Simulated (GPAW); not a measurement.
A calculation with GPAW 26.7.0 of B (ASE script, structure typed inline):

run.py

```python
from ase import Atoms
from ase.dft.bandgap import bandgap
from ase.io import write
from ase.units import Bohr, GPa
from gpaw import GPAW, PW
from gpaw.elf import elf_from_dft_calculation

atoms = Atoms(['B'],
              cell=[[2.34611, 0.0, 0.0],
                    [0.0, 2.34611, 0.0],
                    [0.0, 0.0, 1.58579]],
              scaled_positions=[[0.5, 0.5, 0.5]],
              pbc=True)

calc = GPAW(mode=PW(800),
            xc='PBE',
            kpts={'size': (11, 11, 16), 'gamma': True},
            occupations={'name': 'fermi-dirac', 'width': 0.05},
            nbands=7,
            convergence={'density': 1e-05, 'energy': 1e-05},
            maxiter=150,
            txt='gpaw.txt')
atoms.calc = calc
energy = atoms.get_potential_energy()
forces = atoms.get_forces()
stress = atoms.get_stress()
calc.write('gs.gpw')
write('result.traj', atoms)
print(f'Energy: {energy:.6f} eV')
print('Forces (eV/A):')
print(forces.round(4))
print('Stress (GPa):', (stress / GPa).round(3))
print('Fermi level:', round(calc.get_fermi_level(), 4), 'eV')
print(f'Gap: {bandgap(calc)[0]:.4f} eV, direct: {bandgap(calc, direct=True)[0]:.4f} eV')

# fields on the real-space grid
write('density.cube', atoms, data=calc.get_pseudo_density() * Bohr**3)
write('potential.cube', atoms, data=calc.get_electrostatic_potential())
write('elf.cube', atoms, data=elf_from_dft_calculation(calc).data)
```

Potentials or basis: GPAW PAW data sets (gpaw-data 1.2.1), pw.

The run is started by

```sh
$ OMP_NUM_THREADS=1 python run.py
```

The cell was built by a generator and needn't be a form met in nature.

Write the same calculation in another form: native input, structure from a POSCAR.

As run:

The input run.py:

```python
from ase.io import read
from gpaw import PW
from gpaw.dft import DFT

atoms = read('POSCAR')

dft = DFT(atoms,
          mode=PW(800),
          xc='PBE',
          kpts={'size': (11, 11, 16), 'gamma': True},
          occupations={'name': 'fermi-dirac', 'width': 0.05},
          nbands=7,
          convergence={'density': 1e-05, 'energy': 1e-05},
          maxiter=150,
          txt='gpaw.txt')
print(f'Energy: {dft.calculate_energy():.6f} eV')
print('Forces (eV/A):')
print(dft.calculate_forces().round(4))
print('Stress (eV/A^3):', dft.calculate_stress().round(6))
dft.write_gpw_file('gs.gpw')
```

POSCAR

```
B
1.0
    2.3461100000      0.0000000000      0.0000000000
    0.0000000000      2.3461100000      0.0000000000
    0.0000000000      0.0000000000      1.5857900000
B
1
Direct
    0.5000000000      0.5000000000      0.5000000000
```

Potentials or basis: GPAW PAW data sets (gpaw-data 1.2.1), pw.

The run is started by

```sh
$ OMP_NUM_THREADS=1 python run.py
```

Both were run:

|  | ASE script, structure typed inline | native input, structure from a POSCAR |
| --- | --- | --- |
| Pressure | -0.6 GPa | -0.6 GPa |
| Band gap on the k mesh | none (metal or under the smearing width) | none (metal or under the smearing width) |

Keys that steer only the numerical path or the files written may differ.
